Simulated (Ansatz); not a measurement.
The system is BeTe.

```
CELL_PARAMETERS angstrom
0.00000 2.77000 2.77000
2.77000 0.00000 2.77000
2.77000 2.77000 0.00000
ATOMIC_POSITIONS crystal
Te 0.75000 0.75000 0.75000
Be 0.00000 0.00000 0.00000
```

Base run:

* Program: Ansatz 0.2.0
* Functional: PBE
* Potentials or basis: all-electron LAPW, scalar-relativistic
* Cutoff: 227 eV (chosen from the basis error)
* Basis error allowed: 0.001 eV/atom
* k mesh: 8 × 8 × 8
* Occupations: gaussian, width 0.018 eV
* Spin: no spin polarisation

Its results: band gap on the k mesh 1.86 eV, indirect (least direct gap 3.59 eV); pressure 4.3 GPa.

Question: The run is repeated on the same cell with these changes: functional from PBE to PBEsol; occupations from gaussian, width 0.018 eV to fermi-dirac, width 0.05 eV. What comes out?

Answer: Band gap on the k mesh 1.75 eV, indirect (least direct gap 3.58 eV); pressure 2.3 GPa.

Caveats: spin-orbit coupling is left out, which moves the levels of the heavy elements.
